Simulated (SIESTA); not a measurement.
Runs of SIESTA 5.4.2 on MoS2. Symmetry: R3m, No. 160, trigonal system. The conventional cell has a = 3.160 Å, b = 3.160 Å, c = 18.450 Å, α = 90.00°, β = 90.00°, γ = 120.00°. Mo (site symmetry 3m) has 6 S at 2.39 Å as nearest neighbours. S (site symmetry 3m) has 3 Mo at 2.39 Å as nearest neighbours. Around S (site symmetry 3m) lie 3 Mo at 2.39 Å. Measurements of this composition are mostly on another form, of space group No. 194.

```tsv
task	level	potentials or basis	U	k mesh	hubbard projector method	U from the first cycle	broadening (eV)	window from (eV)	window to (eV)	gap on the mesh (eV)	pressure (GPa)	V0 of scaled cells (Å³/atom)	B0 (GPa)	largest force (eV/Å)
density of states	PBEsol	PseudoDojo 0.4 standard (PBEsol files), DZP (energy shift 0.003 Ry; two zetas on semicore shells)	-	8 × 8 × 8	1	yes	0.05 eV	-10 eV	5 eV	1.04	3.4	-	-	0.71
density of states	PBEsol+U	PseudoDojo 0.4 standard (PBEsol files), DZP (energy shift 0.003 Ry; two zetas on semicore shells)	Mo d U = 6 eV	8 × 8 × 8	1	yes	0.05 eV	-10 eV	5 eV	1.11	-0.1	-	-	(a)
density of states	PBEsol+U	PseudoDojo 0.4 standard (PBEsol files), DZP (energy shift 0.003 Ry; two zetas on semicore shells)	Mo d U = 4 eV	8 × 8 × 8	1	yes	0.05 eV	-10 eV	5 eV	1.08	1.2	-	-	0.47
equation of state	LDA	PseudoDojo 0.4 standard (LDA files), DZP (energy shift 0.003 Ry; two zetas on semicore shells)	-	10 × 10 × 10	-	-	-	-	-	-	-	17.80	161	-
density of states	PBEsol+U	PseudoDojo 0.4 standard (PBEsol files), DZP (energy shift 0.003 Ry; two zetas on semicore shells)	Mo d U = 2 eV	8 × 8 × 8	1	yes	0.05 eV	-10 eV	5 eV	(b)	2.3	-	-	0.59
equation of state	PBEsol	PseudoDojo 0.4 standard (PBEsol files), DZP (energy shift 0.003 Ry; two zetas on semicore shells)	-	10 × 10 × 10	-	-	-	-	-	-	-	18.10	154	-
```

Alike in all rows: no spin polarisation; cell as given; smearing fermi-dirac 0.05 eV; grid cutoff 800 Ry; energy shift 0.003 Ry.

Problem. Fill in the values left out.

Solution. (a) 0.33; (b) 1.06.

Caveats: the basis of atomic orbitals isn't converged, which shifts pressures, moduli and gaps; the cell was scaled at fixed shape and fractional positions, which overstates the stiffness of a crystal with free parameters, most of all of layers and chains (some runs).

A k mesh can miss the band edges, and the runs leave out spin-orbit coupling on Mo.

Runs at the PBE level aren't shown here.
